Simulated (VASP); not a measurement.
# Cu (P6/mmm) in VASP: notebook, part 2 of 2

VASP 6.6.1. Earlier steps stand in the parts before.

### Step 3. Single point, PBEsol

This run uses another cell than the first one, of 12.29 Å³/atom, 1.056 times its volume.

Input file INCAR:

```
SYSTEM = Cu
  PREC = Accurate
  ENCUT = 520
  EDIFF = 1E-6
  ISMEAR = 0
  SIGMA = 0.1
  LREAL = .False.
  LASPH = .True.
  NELM = 100
  ALGO = Fast
  ISIF = 2
  LWAVE = .False.
  LCHARG = .False.
  GGA = PS
  NBANDS = 12
```

Input file KPOINTS:

```
regular mesh
0
Gamma
  27 27 22
  0 0 0
```

Input file POSCAR:

```
Cu
1.0
    2.4423479416      0.0000000000      0.0000000000
   -1.2211739708      2.1151353623      0.0000000000
    0.0000000000      0.0000000000      2.3783001839
Cu
1
Direct
    0.0000000000      0.0000000000      0.0000000000
```

Potentials or basis: VASP PAW PBE potentials, release 64 (Cu).

Started as:

```bash
cat potpaw_PBE.64/Cu/POTCAR > POTCAR
mpirun -np 1 vasp_std > vasp.out
```

It took 45 s on 1 thread of Intel Xeon 6975P-C (Granite Rapids), shared host; peak memory 0.23 GiB.

The run converged. Its results:

```
Free energy            : -4.0152 eV
Pressure               : 1.4 GPa
Band gap on the k mesh : none (metal or under the smearing width)
```

Stress tensor (GPa, compression positive):
```
1.48 0.00 0.00
0.00 1.48 0.00
0.00 0.00 1.17
```

Levels at points of the mesh, in eV from the Fermi level:
```csv
k point,band 3,band 4,band 5,band 6,band 7,band 8,band 9,band 10
"(0.00, 0.00, 0.00)",-2.93,-2.93,-1.47,-1.47,17.11,21.73,22.97,24.59
"(0.00, 0.00, 0.50)",-2.74,-2.18,-2.18,-2.09,1.80,27.44,29.57,30.19
```

Caveat: the PAW data sets were made with another functional, which shifts forces and pressure a little.

### Step 4. Relaxation of cell and atoms, PBEsol

This run uses another cell than the first one, of 12.28 Å³/atom, 1.056 times its volume.

Input file INCAR:

```
  ALGO = Fast
  EDIFF = 1E-6
  EDIFFG = -0.01
  ENCUT = 600
  GGA = PS
  IBRION = 2
  ISIF = 3
  ISMEAR = 0
  LASPH = T
  LCHARG = F
  LREAL = F
  LWAVE = F
  NELM = 100
  NSW = 100
  PREC = Accurate
  SIGMA = 0.1
```

Input file KPOINTS:

```
k-points
0
Gamma
  27 27 22
```

Input file POSCAR:

```
Cu
1.0
    2.4413453846      0.0000000000      0.0000000000
   -1.2206726923      2.1142671224      0.0000000000
    0.0000000000      0.0000000000      2.3800302055
Cu
1
Direct
    0.0000000000      0.0000000000      0.0000000000
```

Started as:

```bash
cat potpaw_PBE.64/Cu/POTCAR > POTCAR
mpirun -np 1 vasp_std > vasp.out
```

Run time: 2.1 min. Hardware: 1 thread of Intel Xeon 6975P-C (Granite Rapids), shared host; peak memory 0.25 GiB.

It converged, with:

```
Free energy                            : -4.0153 eV
Relaxed volume                         : 12.37 Å³/atom
Relaxed cell                           : a = 2.448 Å, b = 2.448 Å, c = 2.383 Å, α = 90.00°, β = 90.00°, γ = 120.00°
Space group after relaxing (to 0.05 Å) : P6/mmm (No. 191)
Energy gained by relaxing              : 0.1 meV/atom
Ionic steps                            : 6
Pressure after relaxing                : -0.1 GPa
Band gap on the k mesh                 : none (metal or under the smearing width)
```

Step by step:
```tsv
step	energy change (eV)	largest force (eV/Å)	pressure (GPa)	volume (Å³)
1	0.0000	0.0000	0.55	12.28
2	-0.0001	0.0000	-0.23	12.36
3	-0.0002	0.0000	0.55	12.34
4	-0.0001	0.0000	0.01	12.35
5	-0.0001	0.0000	0.11	12.35
6	-0.0001	0.0000	-0.10	12.37
```

Final structure:
```yaml
crystal:
  lattice:
    - [2.44799, 0.00000, 0.00000]
    - [-1.22400, 2.12003, 0.00000]
    - [0.00000, 0.00000, 2.38255]
  atoms:
    - { symbol: Cu, position: [0.00000, 0.00000, 0.00000] }
```

Levels at points of the mesh, in eV from the Fermi level:
| k point | band 2 | band 3 | band 4 | band 5 | band 6 | band 7 | band 8 | band 9 |
| --- | --- | --- | --- | --- | --- | --- | --- | --- |
| (0.00, 0.00, 0.00) | -4.23 | -2.91 | -2.91 | -1.46 | -1.46 | 17.06 | 21.66 | 22.91 |
| (0.00, 0.00, 0.50) | -2.72 | -2.72 | -2.17 | -2.17 | -2.07 | 1.78 | 27.37 | 29.94 |

Caveat: the PAW data sets were made with another functional, which shifts forces and pressure a little.

### Step 5. Single point, PBEsol

This run uses another cell than the first one: it holds 2 atoms, not 1.

Input file INCAR:

```
SYSTEM = Cu
ALGO     = Normal         ! electronic algorithm
EDIFF    = 1E-7           ! SCF threshold, eV
ENCUT    = 520            ! plane-wave cutoff, eV
GGA      = PS             ! functional
ISIF     = 2              ! what is computed and relaxed
ISMEAR   = 0              ! smearing method
LASPH    = .True.         ! aspherical terms in the spheres
LCHARG   = .True.         ! write CHGCAR
LELF     = .True.         ! ELF
LREAL    = .False.        ! projectors in reciprocal space
LVHAR    = .True.       
LWAVE    = .False.        ! write WAVECAR
NBANDS   = 18             ! bands
NELM     = 100            ! most SCF steps
PREC     = Accurate       ! precision mode
SIGMA    = 0.1            ! smearing width, eV
```

Input file KPOINTS:

```
k-points
0
Gamma
  9 9 9
  0 0 0
```

Input file POSCAR:

```
Cu
1.0
    1.5501307534      0.8949684078      2.8745316323
   -1.5501307534      0.8949684078      2.8745316323
    0.0000000000     -1.7899368155      2.8745316323
Cu
2
Direct
    0.2275400000      0.2275400000      0.2275400000
    0.7724600000      0.7724600000      0.7724600000
```

Potentials or basis: VASP PAW PBE potentials, release 64 (Cu).

Started as:

```bash
cat potpaw_PBE.64/Cu/POTCAR > POTCAR
mpirun -np 1 vasp_std > vasp.out
```

OUTCAR:

```text
SYSTEM = Cu
   EDIFF = 1E-7
   ENCUT = 520
   GGA = PS
   ISIF = 2
   ISMEAR = 0
   LASPH = .True.
   LREAL = .False.
   NELM = 100
   PREC = Accurate

 ion  position               nearest neighbor table
   1  0.228  0.228  0.228-   2 2.08   2 2.08   2 2.08   2 2.56   2 2.56   2 2.56
   2  0.772  0.772  0.772-   1 2.08   1 2.08   1 2.08   1 2.56   1 2.56   1 2.56

  LATTYP: Found a trigonal (rhomboedric) cell.
 ALAT       =     3.3862672530
 COS(alpha) =     0.5808936906

  Lattice vectors:
[... 693 lines left out ...]

------------------------ aborting loop because EDIFF is reached ----------------------------------------

  FORCE on cell =-STRESS in cart. coord.  units (eV):
  Direction    XX          YY          ZZ          XY          YZ          ZX
  --------------------------------------------------------------------------------------
  -------------------------------------------------------------------------------------
  Total        4.9071510      4.9071510      3.7441741      0.0000000      0.0000000      0.0000000
  in kB      328.5834025    328.5834025    250.7103377      0.0000000      0.0000000      0.0000000
  external PRESSURE =     302.6257142 kB  Pullay stress =       0.0000000 kB

 VOLUME and BASIS-vectors are now :
 -----------------------------------------------------------------------------
  energy-cutoff  :      520.00
  volume of cell :       23.93
      direct lattice vectors                 reciprocal lattice vectors
     1.550130753  0.894968408  2.874531632     0.322553436  0.186226313  0.115960920
    -1.550130753  0.894968408  2.874531632    -0.322553436  0.186226313  0.115960920
     0.000000000 -1.789936815  2.874531632     0.000000000 -0.372452626  0.115960920

 POSITION                                       TOTAL-FORCE (eV/Angst)
 -----------------------------------------------------------------------------------
      0.00000      0.00000      1.96221         0.000000      0.000000      4.547222
      0.00000      0.00000      6.66138         0.000000     -0.000000     -4.547222
 -----------------------------------------------------------------------------------
    total drift:                               -0.000000      0.000000     -0.000000

  FREE ENERGIE OF THE ION-ELECTRON SYSTEM (eV)
  ---------------------------------------------------
  free  energy   TOTEN  =        -6.6564265168 eV

  energy  without entropy=       -6.6532159658  energy(sigma->0) =       -6.65482124
```

stdout:

```text
POSCAR found type information on POSCAR Cu
 POSCAR found :  1 types and       2 ions
 scaLAPACK will be used
 -----------------------------------------------------------------------------
|                                                                             |
|                                                                             |
|     You enforced a specific xc type in the INCAR file but a different       |
|     I HOPE YOU KNOW WHAT YOU ARE DOING!                                     |
|                                                                             |
 -----------------------------------------------------------------------------

 LDA part: xc-table for (Slater+PW92), standard interpolation
 POSCAR, INCAR and KPOINTS ok, starting setup
 FFT: planning ... GRIDC
 FFT: planning ... GRID_SOFT
 FFT: planning ... GRID
 WAVECAR not read
 entering main loop
```

It took 27 s on 1 thread of Intel Xeon 6975P-C (Granite Rapids), shared host; peak memory 0.16 GiB.

What came out:

| Property | Result |
| --- | --- |
| Free energy | -6.6564 eV |
| Pressure | 30.3 GPa |
| Largest force | 4.547 eV/Å |
| Band gap on the k mesh | none (metal or under the smearing width) |

Forces in eV/Å, atoms in the order of the input:
```
Cu   0.000  0.000  4.547
Cu   0.000  0.000 -4.547
```

Levels at points of the mesh, in eV from the Fermi level:
| k point | band 8 | band 9 | band 10 | band 11 | band 12 | band 13 | band 14 | band 15 |
| --- | --- | --- | --- | --- | --- | --- | --- | --- |
| (0.00, 0.00, 0.00) | -1.40 | -1.40 | -0.83 | -0.83 | 9.21 | 12.69 | 12.69 | 13.15 |

Caveat: a pressure of tens of GPa on the cell as given is suspect, and the run, the potentials or the cell itself is likely at fault; the PAW data sets were made with another functional, which shifts forces and pressure a little.

### Step 6. The runs side by side

| task | cell | k mesh | cutoff (eV) | gap on the mesh (eV) | pressure (GPa) |
| --- | --- | --- | --- | --- | --- |
| single point | P6/mmm, 11.63 Å³/atom | 9 × 9 × 8 | 520 | none | 9.5 |
| single point | P6/mmm, 12.29 Å³/atom | 27 × 27 × 22 | 520 | none | 1.4 |
| relaxation of cell and atoms | relaxed | 27 × 27 × 22 | 600 | none | -0.1 |
| single point | R-3m, 11.96 Å³/atom | 9 × 9 × 9 | 520 | none | 30.3 |

Alike in all rows: level PBEsol; potentials or basis VASP PAW PBE potentials, release 64 (Cu); no spin polarisation; smearing gaussian 0.1 eV.

Every run on the cell as given and a fine mesh finds a metal.

Caveats: the PAW data sets were made with another functional, which shifts forces and pressure a little; a pressure of tens of GPa on the cell as given is suspect, and the run, the potentials or the cell itself is likely at fault (some runs).

Absolute energies hang on the potentials; compare differences alone.
